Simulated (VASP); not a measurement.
# Li (I4/mmm) in VASP: notebook

One crystal, Li, is run at these levels: PBE; tasks: single point.

All numbers are computed with VASP 6.6.1; they aren't measurements. Logs are shortened: lines on timing, memory, paths and dates and some standing lists are left out, and cuts for length are marked.

**1. Starting point**

Symmetry: I4/mmm, No. 139, tetragonal system. The conventional cell has a = 3.017 Å, b = 3.017 Å, c = 4.693 Å, α = 90.00°, β = 90.00°, γ = 90.00°. Li (site symmetry 4/mmm) has 12 Li at 3.02 to 3.17 Å as nearest neighbours.

This isn't the form of Li at room conditions, which is bcc.

**2. Single point, PBE**

File INCAR:

```
SYSTEM = Li
  ALGO = Normal
  EDIFF = 1E-7
  ENCUT = 520
  GGA = PE
  ISIF = 2
  ISMEAR = -1
  LASPH = .True.
  LCHARG = .False.
  LREAL = .False.
  LWAVE = .False.
  NBANDS = 8
  NELM = 60
  PREC = Accurate
  SIGMA = 0.1
```

File KPOINTS:

```
k-points
0
Gamma
  9 9 9
  0 0 0
```

File POSCAR:

```
Li
1.0
    0.0000000000      2.1331419321      2.3464561254
    2.1331419321      0.0000000000      2.3464561254
    2.1331419321      2.1331419321      0.0000000000
Li
1
Direct
    0.0000000000      0.0000000000      0.0000000000
```

Potentials or basis: VASP PAW PBE potentials, release 64 (Li_sv).

Started as:

```sh
$ cat potpaw_PBE.64/Li_sv/POTCAR > POTCAR
$ mpirun -np 1 vasp_std > vasp.out
```

OUTCAR:

```text
SYSTEM = Li
   EDIFF = 1E-7
   ENCUT = 520
   GGA = PE
   ISIF = 2
   ISMEAR = -1
   LASPH = .True.
   LREAL = .False.
   NELM = 60
   PREC = Accurate

 ion  position               nearest neighbor table
   1  0.000  0.000  0.000-

  LATTYP: Found a body centered tetragonal cell.
 ALAT       =     3.0167182508
 C/A-ratio  =     1.5556349187

  Lattice vectors:

 A1 = (  -2.1331419321,   0.0000000000,   2.3464561254)
 A2 = (   2.1331419321,   0.0000000000,   2.3464561254)
 A3 = (   0.0000000000,   2.1331419321,  -2.3464561254)

Analysis of symmetry for initial positions (statically):
=====================================================================
 Subroutine PRICEL returns:
 Original cell was already a primitive cell.

 Routine SETGRP: Setting up the symmetry group for a
 body centered tetragonal supercell.

 Subroutine GETGRP returns: Found 16 space group operations
 (whereof 16 operations were pure point group operations)
 out of a pool of 16 trial point group operations.

The static configuration has the point symmetry D_4h.

Analysis of symmetry for dynamics (positions and initial velocities):
=====================================================================
 Subroutine PRICEL returns:
 Original cell was already a primitive cell.

 Routine SETGRP: Setting up the symmetry group for a
 body centered tetragonal supercell.

 Subroutine GETGRP returns: Found 16 space group operations
 (whereof 16 operations were pure point group operations)
 out of a pool of 16 trial point group operations.

The dynamic configuration has the point symmetry D_4h.

 Subroutine INISYM returns: Found 16 space group operations
 (whereof 16 operations are pure point group operations),
 and found     1 'primitive' translations

----------------------------------------------------------------------------------------

                                     Primitive cell

  volume of cell :      21.3541

  direct lattice vectors                    reciprocal lattice vectors
     0.000000000  2.133141932  2.346456125    -0.234396030  0.234396030  0.213087300
     2.133141932  0.000000000  2.346456125     0.234396030 -0.234396030  0.213087300
     2.133141932  2.133141932  0.000000000     0.234396030  0.234396030 -0.213087300

  length of vectors
     3.171143461  3.171143461  3.016718251     0.394067501  0.394067501  0.394067501

  position of ions in fractional coordinates (direct lattice)
     0.000000000  0.000000000  0.000000000

  ion indices of the primitive-cell ions
   primitive index   ion index
                 1           1

----------------------------------------------------------------------------------------

 KPOINTS: k-points

Automatic generation of k-mesh.
 Grid dimensions read from file:
 generate k-points for:    9    9    9

 Generating k-lattice:

  Cartesian coordinates                     Fractional coordinates (reciprocal lattice)
    -0.026044003  0.026044003  0.023676367     0.111111111  0.000000000  0.000000000
     0.026044003 -0.026044003  0.023676367     0.000000000  0.111111111  0.000000000
     0.026044003  0.026044003 -0.023676367    -0.000000000 -0.000000000  0.111111111

  Length of vectors
     0.043785278  0.043785278  0.043785278

  Shift w.r.t. Gamma in fractional coordinates (k-lattice)
     0.000000000  0.000000000  0.000000000

 Subroutine IBZKPT returns following result:
 ===========================================

 Found     75 irreducible k-points:

 Following reciprocal coordinates:
            Coordinates               Weight
  0.000000  0.000000  0.000000      1.000000
  0.111111  0.000000  0.000000      8.000000
  0.222222  0.000000  0.000000      8.000000
  0.333333  0.000000  0.000000      8.000000
  0.444444  0.000000  0.000000      8.000000
  0.111111  0.111111  0.000000      2.000000
[... 16 lines left out ...]
 -0.333333  0.333333  0.000000      4.000000
  0.444444  0.444444  0.000000      2.000000
 [... further k-points ...]
   k-points           NKPTS =     75   k-points in BZ     NKDIM =     75   number of bands    NBANDS=      8
   number of dos      NEDOS =    301   number of ions     NIONS =      1
   total plane-waves  NPLWV =  13824
   dimension x,y,z NGX =    24 NGY =   24 NGZ =   24
   dimension x,y,z NGXF=    48 NGYF=   48 NGZF=   48
   ions per type =               1
   NGX,Y,Z   is equivalent  to a cutoff of  12.58, 12.58, 13.23 a.u.
   NGXF,Y,Z  is equivalent  to a cutoff of  25.16, 25.16, 26.45 a.u.
 SYSTEM =  Li
   PREC   = accura    normal or accurate (medium, high low for compatibility)
   ISTART =      0    job   : 0-new  1-cont  2-samecut
   ICHARG =      2    charge: 1-file 2-atom 10-const
   ISPIN  =      1    spin polarized calculation?
   LNONCOLLINEAR =      F non collinear calculations
   LSORBIT =      F    spin-orbit coupling
   LASPH  =      T    aspherical Exc in radial PAW
   ENCUT  =  520.0 eV  38.22 Ry    6.18 a.u.   5.90  5.90  5.61*2*pi/ulx,y,z
   NELM   =     60;   NELMIN=  2; NELMDL= -5     # of ELM steps
   EDIFF  = 0.1E-06   stopping-criterion for ELM
   LREAL  =      F    real-space projection
   EDIFFG = 0.1E-05   stopping-criterion for IOM
   NSW    =      0    number of steps for IOM
   IBRION =     -1    ionic relax: 0-MD 1-quasi-New 2-CG
   NFREE  =      0    steps in history (QN), initial steepest desc. (CG)
   ISIF   =      2    stress and relaxation
   ISYM   =      2    0-nonsym 1-usesym 2-fastsym
   POTIM  = 0.5000    time-step for ionic-motion
   TEBEG  =    0.0;   TEEND  =   0.0 temperature during run
   PSTRESS=    0.0 pullay stress
   NELECT =       3.0000    total number of electrons
   NUPDOWN=      -1.0000    fix difference up-down
   EMIN   =  10.00;   EMAX   =-10.00  energy-range for DOS
   EFERMI =   0.00;   METHOD = LEGACY
   ISMEAR =    -1;   SIGMA  =   0.10  broadening in eV -4-tet -1-fermi 0-gaus
   EFERMI_NEDOS =   21; number of points for ismear=-14 and -15
   IALGO  =     38    algorithm
   IMIX   =      4    mixing-type and parameters
     AMIX     =   0.40;   BMIX     =  1.00
     AMIX_MAG =   1.60;   BMIX_MAG =  1.00
  volume/ion in A,a.u.               =      21.35       144.10
  Fermi-wavevector in a.u.,A,eV,Ry     =   0.851049  1.608250  9.854489  0.724285
  Thomas-Fermi vector in A             =   1.967122
   LORBIT       =      0    0 simple, 1 ext, 2 COOP (PROOUT), +10 PAW based schemes
   GGA     = PE    functional components
   LHFCALC =     F    Hartree Fock is set to
   AEXX    =    0.0000 exact exchange contribution
   IVDW    =     0    specifies the selected vdW correction
   LEPSILON=     F    determine dielectric tensor
   LRPA    =     F    only Hartree local field effects (RPA)
 non-spin polarized calculation
  energy-cutoff  :      520.00
  volume of cell :       21.35
 maximum number of plane-waves:       600
   NGX = 11   NGY = 11   NGZ = 11

 number of electron       3.0000004 magnetization

 Free energy of the ion-electron system (eV)
  ---------------------------------------------------
  ext. energy  EPLUGINS =         0.00000000
  ---------------------------------------------------
  free energy    TOTEN  =        -1.91143151 eV

  energy without entropy =       -1.89632653  energy(sigma->0) =       -1.90387902

 E-fermi :   0.5444     XC(G=0):  -6.9186

 val. band max:        0.5423525161   @ k =  -0.4444   0.3333   0.2222
 cond. band min:       0.5760924671   @ k =  -0.3333   0.0000   0.2222
 fundamental gap:      0.0337399510
 Fermi energy:         0.5444127970

 k-point     1 :       0.0000    0.0000    0.0000
  band No.  band energies     occupation
      1     -46.1392      2.00000
      2      -3.0089      2.00000
      3      14.3090      0.00000
      4      14.3263      0.00000
      5      14.3263      0.00000
      6      17.9870      0.00000
      7      18.3297      0.00000
      8      18.3297      0.00000

 k-point     2 :       0.1111    0.0000    0.0000
  band No.  band energies     occupation
      1     -46.1375      2.00000
      2      -2.7914      2.00000
      3      12.3446      0.00000
      4      13.7264      0.00000
      5      14.0579      0.00000
      6      17.3142      0.00000
      7      18.5251      0.00000
      8      19.0271      0.00000

 k-point     3 :       0.2222    0.0000    0.0000
  band No.  band energies     occupation
      1     -46.1331      2.00000
      2      -2.1402      2.00000
      3       9.0203      0.00000
      4      12.7806      0.00000
      5      13.6551      0.00000
      6      17.0714      0.00000
      7      17.8676      0.00000
      8      19.8816      0.00000

 k-point     4 :       0.3333    0.0000    0.0000
  band No.  band energies     occupation
      1     -46.1281      2.00000
      2      -1.0774      2.00000
      3       5.9878      0.00000
      4      12.0723      0.00000
      5      13.4634      0.00000
      6      16.0480      0.00000
      7      17.9619      0.00000
      8      18.6595      0.00000

 k-point     5 :       0.4444    0.0000    0.0000
  band No.  band energies     occupation
      1     -46.1249      2.00000
      2       0.1932      1.94208
      3       3.7040      0.00000
      4      11.7121      0.00000
      5      13.4605      0.00000
      6      15.5071      0.00000
      7      17.5737      0.00000
      8      17.6775      0.00000

 k-point     6 :       0.1111    0.1111    0.0000
  band No.  band energies     occupation
      1     -46.1374      2.00000
      2      -2.7543      2.00000
      3      13.1180      0.00000
      4      13.1180      0.00000
      5      13.9423      0.00000
      6      15.7815      0.00000
      7      17.1275      0.00000
      8      20.0956      0.00000

 k-point     7 :       0.2222    0.1111    0.0000
  band No.  band energies     occupation
      1     -46.1343      2.00000
      2      -2.2817      2.00000
      3      10.4787      0.00000
      4      12.4057      0.00000
      5      12.9079      0.00000
      6      15.5200      0.00000
      7      16.9108      0.00000
      8      20.7524      0.00000

 k-point     8 :       0.3333    0.1111    0.0000
  band No.  band energies     occupation
      1     -46.1296      2.00000
      2      -1.3787      2.00000
      3       7.2861      0.00000
      4      11.5960      0.00000
      5      12.1157      0.00000
      6      15.0524      0.00000
      7      18.6099      0.00000
      8      21.0861      0.00000

 k-point     9 :       0.4444    0.1111    0.0000
  band No.  band energies     occupation
      1     -46.1255      2.00000
      2      -0.1167      1.99731
      3       4.6061      0.00000
      4      10.5967      0.00000
      5      12.2833      0.00000
      6      15.0267      0.00000
      7      19.5858      0.00000
      8      19.6101      0.00000

 k-point    10 :      -0.4444    0.1111    0.0000
  band No.  band energies     occupation
      1     -46.1240      2.00000
      2       0.7267      0.27811
      3       3.3381      0.00000
      4      10.0424      0.00000
      5      12.8620      0.00000
      6      15.4950      0.00000
      7      18.5898      0.00000
      8      19.5219      0.00000
[... 78 lines left out ...]
 k-point    18 :      -0.3333    0.2222    0.0000
  band No.  band energies     occupation
      1     -46.1234      2.00000
      2       0.8186      0.12111
      3       4.1561      0.00000
      4       7.6732      0.00000
      5      12.4245      0.00000
      6      15.7808      0.00000
      7      20.3974      0.00000
      8      21.1671      0.00000

 k-point    19 :      -0.2222    0.2222    0.0000
  band No.  band energies     occupation
      1     -46.1260      2.00000
      2      -0.5494      1.99996
      3       6.2342      0.00000
      4       8.2981      0.00000
      5      13.6623      0.00000
      6      16.8789      0.00000
      7      19.4412      0.00000
      8      19.7158      0.00000

 k-point    20 :       0.3333    0.3333    0.0000
  band No.  band energies     occupation
      1     -46.1276      2.00000
      2      -0.7214      1.99999
      3       7.5687      0.00000
      4      10.2249      0.00000
      5      10.2249      0.00000
      6      12.4400      0.00000
      7      15.7137      0.00000
      8      26.6307      0.00000

 k-point    21 :       0.4444    0.3333    0.0000
  band No.  band energies     occupation
      1     -46.1251      2.00000
      2       0.2290      1.91816
      3       5.9939      0.00000
      4       8.2674      0.00000
      5      10.0218      0.00000
      6      13.5891      0.00000
      7      16.3644      0.00000
      8      26.3556      0.00000

 k-point    22 :      -0.4444    0.3333    0.0000
  band No.  band energies     occupation
      1     -46.1230      2.00000
      2       1.5408      0.00009
      3       4.2943      0.00000
      4       6.6593      0.00000
      5      10.3435      0.00000
      6      14.5786      0.00000
      7      18.6278      0.00000
      8      24.7377      0.00000

 k-point    23 :      -0.3333    0.3333    0.0000
  band No.  band energies     occupation
      1     -46.1223      2.00000
      2       2.3776      0.00000
      3       3.0560      0.00000
      4       6.4462      0.00000
      5      11.1719      0.00000
      6      15.1367      0.00000
      7      21.9065      0.00000
      8      22.9073      0.00000

 k-point    24 :       0.4444    0.4444    0.0000
  band No.  band energies     occupation
      1     -46.1243      2.00000
      2       0.8451      0.09425
      3       4.7630      0.00000
      4       9.6014      0.00000
      5       9.6014      0.00000
      6      11.7682      0.00000
      7      15.9212      0.00000
      8      29.1815      0.00000

 [... further k-points ...]
[... 5 lines left out ...]
  --------------------------------------------------------------------------------------
  -------------------------------------------------------------------------------------
  Total       -0.0678609     -0.0678609     -0.1608018      0.0000000      0.0000000     -0.0000000
  in kB       -5.0915258     -5.0915258    -12.0647858      0.0000000      0.0000000     -0.0000000
  external PRESSURE =      -7.4159458 kB  Pullay stress =       0.0000000 kB

 VOLUME and BASIS-vectors are now :
 -----------------------------------------------------------------------------
  energy-cutoff  :      520.00
  volume of cell :       21.35
      direct lattice vectors                 reciprocal lattice vectors
     0.000000000  2.133141932  2.346456125    -0.234396030  0.234396030  0.213087300
     2.133141932  0.000000000  2.346456125     0.234396030 -0.234396030  0.213087300
     2.133141932  2.133141932  0.000000000     0.234396030  0.234396030 -0.213087300

 POSITION                                       TOTAL-FORCE (eV/Angst)
 -----------------------------------------------------------------------------------
      0.00000      0.00000      0.00000        -0.000000      0.000000      0.000000
 -----------------------------------------------------------------------------------
    total drift:                               -0.000000      0.000000     -0.000000

  FREE ENERGIE OF THE ION-ELECTRON SYSTEM (eV)
  ---------------------------------------------------
  free  energy   TOTEN  =        -1.9114315068 eV

  energy  without entropy=       -1.8963265346  energy(sigma->0) =       -1.90387902
```

Run time: 3.3 s. Hardware: 1 thread of Intel Xeon 6975P-C (Granite Rapids), shared host; peak memory 0.13 GiB.

Results:

- Free energy: -1.9114 eV
- Band gap on the k mesh: none (metal or under the smearing width)

Caveat: the cutoff is under 1.25 times the usual one of these potentials, so pressure, stress and relaxed cells hold a basis-set (Pulay) error.

**3. Single point, PBE**

This run uses another cell than the first one, of the same volume but with other edges.

File INCAR:

```
PREC     = Accurate       # precision mode
ENCUT    = 520            # plane-wave cutoff, eV
EDIFF    = 1E-6           # SCF threshold, eV
ISMEAR   = -1             # smearing method
SIGMA    = 0.1            # smearing width, eV
LREAL    = F              # projectors in reciprocal space
LASPH    = T              # aspherical terms in the spheres
NELM     = 80             # most SCF steps
ALGO     = Normal         # electronic algorithm
ISIF     = 2              # what is computed and relaxed
LWAVE    = F              # write WAVECAR
LCHARG   = F              # write CHGCAR
GGA      = PE             # functional
NBANDS   = 8              # bands
```

File KPOINTS:

```
Automatic mesh
0
Gamma
  9 9 9
```

File POSCAR:

```
Li
1.0
    0.0000000000      2.2532275660      2.1030123950
    2.2532275660      0.0000000000      2.1030123950
    2.2532275660      2.2532275660      0.0000000000
Li
1
Direct
    0.0000000000      0.0000000000      0.0000000000
```

Potentials or basis: VASP PAW PBE potentials, release 64 (Li_sv).

Started as:

```sh
$ cat potpaw_PBE.64/Li_sv/POTCAR > POTCAR
$ mpirun -np 1 vasp_std > vasp.out
```

It took 3.1 s on 1 thread of Intel Xeon 6975P-C (Granite Rapids), shared host; peak memory 0.13 GiB.

It converged, with:

```
Free energy            : -1.9123 eV
Band gap on the k mesh : none (metal or under the smearing width)
```

Levels at points of the mesh, in eV from the Fermi level:
```tsv
k point	band 1	band 2	band 3	band 4	band 5
(0.00, 0.00, 0.00)	-46.69	-3.56	13.71	13.81	13.81
```

Caveat: the cutoff is under 1.25 times the usual one of these potentials, so pressure, stress and relaxed cells hold a basis-set (Pulay) error.

**4. Single point, PBE**

File INCAR:

```
SYSTEM = Li
PREC     = Accurate       ! precision mode
ENCUT    = 520            ! plane-wave cutoff, eV
EDIFF    = 1E-6           ! SCF threshold, eV
ISMEAR   = -1             ! smearing method
SIGMA    = 0.1            ! smearing width, eV
LREAL    = .FALSE.        ! projectors in reciprocal space
LASPH    = .TRUE.         ! aspherical terms in the spheres
NELM     = 60             ! most SCF steps
ALGO     = Normal         ! electronic algorithm
ISIF     = 2              ! what is computed and relaxed
LWAVE    = .FALSE.        ! write WAVECAR
LCHARG   = .FALSE.        ! write CHGCAR
GGA      = PE             ! functional
NBANDS   = 8              ! bands
```

File KPOINTS:

```
regular mesh
0
G
  9 9 9
  0 0 0
```

File POSCAR:

```
Li
1.0
    0.0000000000      2.1551346365      2.2988102789
    2.1551346365      0.0000000000      2.2988102789
    2.1551346365      2.1551346365      0.0000000000
Li
1
Direct
    0.0000000000      0.0000000000      0.0000000000
```

Started as:

```sh
$ cat potpaw_PBE.64/Li_sv/POTCAR > POTCAR
$ mpirun -np 1 vasp_std > vasp.out
```

Wall time 2.7 s (1 thread of Intel Xeon 6975P-C (Granite Rapids), shared host); peak memory 0.13 GiB.

Results (log left out):

```yaml
Free_energy: -1.9126 eV
Band_gap_on_the_k_mesh: none (metal or under the smearing width)
```

Levels at points of the mesh, in eV from the Fermi level:
```tsv
k point	band 1	band 2	band 3	band 4	band 5
(0.00, 0.00, 0.00)	-46.69	-3.57	13.75	13.75	13.77
```

Caveat: the cutoff is under 1.25 times the usual one of these potentials, so pressure, stress and relaxed cells hold a basis-set (Pulay) error.
